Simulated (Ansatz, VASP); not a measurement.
# Ni: VASP beside Ansatz

INCAR

```
SYSTEM = Ni
ALGO = Normal
EDIFF = 1E-6
ENCUT = 520
GGA = PE
ISIF = 2
ISMEAR = -1
LASPH = .True.
LCHARG = .False.
LREAL = .False.
LWAVE = .False.
NBANDS = 17
NELM = 80
PREC = Accurate
SIGMA = 0.1
```

KPOINTS

```
k-points
0
Gamma
  12 12 12
  0 0 0
```

POSCAR

```
Ni
1.0
    0.0000000000      2.5140443697      2.5140443697
    2.5140443697      0.0000000000      2.5140443697
    2.5140443697      2.5140443697      0.0000000000
Ni
2
Direct
    0.1250000000      0.1250000000      0.1250000000
    0.8750000000      0.8750000000      0.8750000000
```

Input for Ansatz:

```yaml
crystal:
  lattice:
    - [0.0, 2.5140443697, 2.5140443697]
    - [2.5140443697, 0.0, 2.5140443697]
    - [2.5140443697, 2.5140443697, 0.0]
  atoms:
    - { symbol: Ni, position: [0.125, 0.125, 0.125] }
    - { symbol: Ni, position: [0.875, 0.875, 0.875] }
hamiltonian:
  xc: pbe
  pseudopotentials:
    kind: paw
    azcp:
      Ni: "pseudopotentials/Ni.paw.azcp"
basis:
  ecutwfc: 420
  fft_grid_basis: typed
kpoints:
  mp_grid: { grid: [12, 12, 12], shift: [0, 0, 0] }
magnetization:
  spin_polarized: false
scf:
  occupations: { method: fermi_dirac, width: 0.1 }
  lower_state_search: "off"
output:
  stress: true
  write_density: true
  write_potential: true
  elf: true
  volumetric_format: npy
```

Alike in both runs: task single point; functional PBE; k mesh 12 × 12 × 12; occupations fermi-dirac, width 0.1 eV; no spin polarisation.

|  | VASP | Ansatz |
| --- | --- | --- |
| version | VASP 6.6.1 | Ansatz 0.2.0 |
| potentials or method | VASP PAW PBE potentials, release 64 (Ni) | plane waves (420 eV) with PAW, scalar-relativistic |
| plane-wave cutoff (eV) | 520 | 420 |
| valence electrons in the cell | 20 | 36 |

|  | VASP | Ansatz | Ansatz less VASP |
| --- | --- | --- | --- |
| pressure (GPa) | 4.0 | 4.1 | +0.08 |

The two sets of potentials don't hold the same shells in valence.

Caveats: the run has no spin polarisation, though such a crystal can be magnetic. Spin polarisation is off, so any magnetic state and its effect on volume and gap are missing.
